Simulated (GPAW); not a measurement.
MgB2:

```
CELL_PARAMETERS angstrom
3.08500 0.00000 0.00000
-1.54250 2.67169 0.00000
0.00000 0.00000 3.52300
ATOMIC_POSITIONS crystal
Mg 0.00000 0.00000 0.00000
B 0.66667 0.33333 0.50000
B 0.33333 0.66667 0.50000
```

```yaml
Program: GPAW 26.7.0
Task: relaxation of cell and atoms
Functional: revPBE
Dispersion: D4
Potentials_or_basis: the program's PAW data sets (release 1.2.1) made for this functional
Cutoff: 800 eV
Basis: pw
k_mesh: 10 × 10 × 8
Occupations: fermi-dirac, width 0.05 eV
Spin: no spin polarisation
```

At the start: pressure -6.4 GPa; volume 9.68 Å³/atom.

Problem. How do energy, volume and symmetry change on relaxing?

Solution. Over 6 steps the energy falls by 9.9 meV/atom and the volume is 9.23 Å³/atom (-4.6 %); space group P6/mmm (No. 191, to 0.05 Å).

The path:
```csv
step,energy change (eV),largest force (eV/Å),pressure (GPa),volume (Å³)
1,0.0000,0.0000,-6.43,29.04
2,-0.0060,0.0000,-5.69,28.88
3,-0.0263,0.0000,0.49,27.68
4,-0.0268,0.0000,0.27,27.71
5,-0.0295,0.0000,-0.50,27.77
6,-0.0298,0.0000,-0.25,27.70
```

Final structure:
```xyz
3
Lattice="3.0559 0.0000 0.0000 -1.5279 2.6465 0.0000 0.0000 0.0000 3.4251" Properties=species:S:1:pos:R:3 pbc="T T T"
Mg    0.0000    0.0000    0.0000
B     1.5279    0.8822    1.7125
B     0.0000    1.7643    1.7125
```

Caveat: later steps reuse the first step's grids; pairwise dispersion overbinds metals, which lowers pressure and volume.
